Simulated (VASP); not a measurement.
BN:

```xyz
2
Lattice="0.0000 3.4953 2.1661 1.2516 0.0000 2.1661 1.2516 3.4953 0.0000" Properties=species:S:1:pos:R:3 pbc="T T T"
B     1.2516    3.4953    0.0002
N     1.2516    3.4953    2.8881
```

Measurements of this composition are mostly on another form, of space group No. 194.

| Item | Value |
| --- | --- |
| Program | VASP 6.6.1 |
| Task | relaxation of cell and atoms |
| Functional | PBE |
| Dispersion | D3(BJ) |
| Potentials or basis | VASP PAW PBE potentials, release 64 (B, N) |
| Cutoff | 600 eV |
| k mesh | 12 × 12 × 12 |
| Occupations | gaussian, width 0.02 eV |
| Spin | no spin polarisation |

At the start: pressure 0.8 GPa; volume 9.48 Å³/atom.

**Question.** Where does the relaxation end?

**Answer.** Over 24 steps the energy falls by 2.5 meV/atom and the volume is 9.00 Å³/atom (-5.0 %); space group Fmm2 (No. 42, to 0.05 Å).

The path:
```
step  energy change (eV)  largest force (eV/Å)  pressure (GPa)  volume (Å³)
   1              0.0000                0.0095            0.76        18.95
   2              0.0005                0.0286           -2.61        19.08
   3             -0.0005                0.0068           -0.70        19.00
   4             -0.0011                0.0109           -0.70        18.93
   5             -0.0025                0.0640           -0.81        18.71
   6             -0.0040                0.1710           -0.99        18.28
   7             -0.0043                0.1372           -0.83        18.25
   8             -0.0048                0.0357           -0.45        18.14
   9             -0.0046                0.1672            0.33        17.93
  10             -0.0049                0.0345           -0.24        18.07
  11             -0.0049                0.0488           -0.15        18.06
  12             -0.0049                0.0427           -0.17        18.06
  13             -0.0049                0.0355           -0.10        18.05
  14             -0.0049                0.0141            0.20        18.00
  15             -0.0049                0.0167            0.16        18.00
  16             -0.0049                0.0202            0.12        18.01
  17             -0.0049                0.0185            0.13        18.01
  18             -0.0049                0.0174            0.12        18.01
  19             -0.0050                0.0033            0.08        18.01
  20             -0.0050                0.0064            0.04        18.01
  21             -0.0050                0.0087            0.02        18.01
  22             -0.0050                0.0049           -0.03        18.01
  23             -0.0050                0.0075           -0.13        18.01
  24             -0.0050                0.0008           -0.07        18.01
```

Final structure:
```
CELL_PARAMETERS angstrom
0.00000 3.31080 2.16871
1.25391 0.00000 2.16871
1.25391 3.31080 0.00000
ATOMIC_POSITIONS crystal
B 0.00012 0.00012 0.99988
N 0.66658 0.66658 0.33342
```
